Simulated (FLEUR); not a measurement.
**La: equation of state with PBE**

The system is La.

```
La
1.0
     3.75000    0.00000    0.00000
    -1.87500    3.24760    0.00000
     0.00000    0.00000    6.07000
La
2
Direct
  0.66667 0.33333 0.75000
  0.33333 0.66667 0.25000
```

This isn't the form of La at room conditions, which is double hcp.

```json
{
  "Program": "FLEUR MaX-R8.1 (later development tree)",
  "Task": "equation of state",
  "Functional": "PBE",
  "Potentials or basis": "all-electron",
  "Basis": "FLAPW",
  "Kmax": "4.1 1/bohr",
  "k mesh": "8 × 8 × 5",
  "Occupations": "fermi-dirac, width 0.05 eV",
  "Spin": "no spin polarisation",
  "Gmax": "12.7 1/bohr",
  "Muffin-tin radii": "La 2.66 bohr",
  "lmax": "La 10",
  "lnonsphr": "La 10",
  "Local orbitals a species": "La 5"
}
```

* Equilibrium volume: 37.96 Å³/atom (rough: see the caveat)
* Bulk modulus at fixed shape and positions: 26 GPa (rough)

Energy against volume, from the lowest point:
| volume (Å³/atom) | energy (meV/atom) |
| --- | --- |
| 34.744 | 23.47 |
| 35.483 | 13.69 |
| 36.222 | 6.56 |
| 36.962 | 2.03 |
| 37.701 | 0.00 |
| 38.440 | 0.35 |
| 39.179 | 2.94 |

Caveat: the fit is doubtful: noisy points or a state that changes with volume; the cell was scaled at fixed shape and fractional positions, which overstates the stiffness of a crystal with free parameters, most of all of layers and chains. The run has no spin-orbit coupling, so splittings on La are missing.
